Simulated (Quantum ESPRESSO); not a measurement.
The system is CaO.

```
Ca O
1.0
     0.00000    2.40356    2.40356
     2.40356    0.00000    2.40356
     2.40356    2.40356    0.00000
Ca O
1 1
Direct
  0.00000 0.00000 0.00000
  0.50000 0.50000 0.50000
```

The cell is a database's computed one.

Base run:

```yaml
Program: Quantum ESPRESSO 7.5
Functional: AM05
Potentials_or_basis: SG15 PBE 1.2
Cutoff: 1197 eV
Density_cutoff: 4789 eV
k_mesh: 10 × 10 × 10
Occupations: fermi-dirac, width 0.05 eV
Spin: no spin polarisation
```

Its results: band gap on the k mesh 3.58 eV, indirect (least direct gap 3.96 eV); pressure -1.3 GPa.

Q: The run is repeated on the same cell with these changes: functional from AM05 to PBE. What comes out?

A: Band gap on the k mesh 3.65 eV, indirect (least direct gap 4.02 eV); pressure 1.5 GPa.

PBE binds less tightly than AM05, so the same cell stands under more pressure.

Caveats: the potentials were made for another functional, which shifts forces and pressure (some runs).
